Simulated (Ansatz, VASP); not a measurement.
One calculation of ZrB2, two programs

```xyz
3
Lattice="3.1700 0.0000 0.0000 -1.5850 2.7453 0.0000 0.0000 0.0000 3.5330" Properties=species:S:1:pos:R:3 pbc="T T T"
Zr    0.0000    0.0000    0.0000
B     0.0000    1.8302    1.7665
B     1.5850    0.9151    1.7665
```

Alike in both runs: task single point; functional PBE; k mesh 11 × 11 × 9; no spin polarisation.

|  | VASP | Ansatz |
| --- | --- | --- |
| version | VASP 6.6.1 | Ansatz 0.2.0 |
| potentials or method | VASP PAW PBE potentials, release 64 (Zr_sv, B) | plane waves, PAW |
| plane-wave cutoff (eV) | 520 | 420 |
| occupations | fermi-dirac, width 0.1 eV | fermi-dirac |
| valence electrons in the cell | 18 | 18 |

Ansatz gave:

- gap on the k mesh at the Fermi level (eV): none
- pressure (GPa): 0.8
- largest component of the traceless stress (GPa): 0.50

Problem. Which values does VASP return?

Solution. gap on the k mesh at the Fermi level (eV): none; pressure (GPa): 0.9; largest component of the traceless stress (GPa): 0.55.

A gap of «none» marks a metal or a gap that the smearing closes. Ansatz warned: «structure_snapped_to_symmetry».
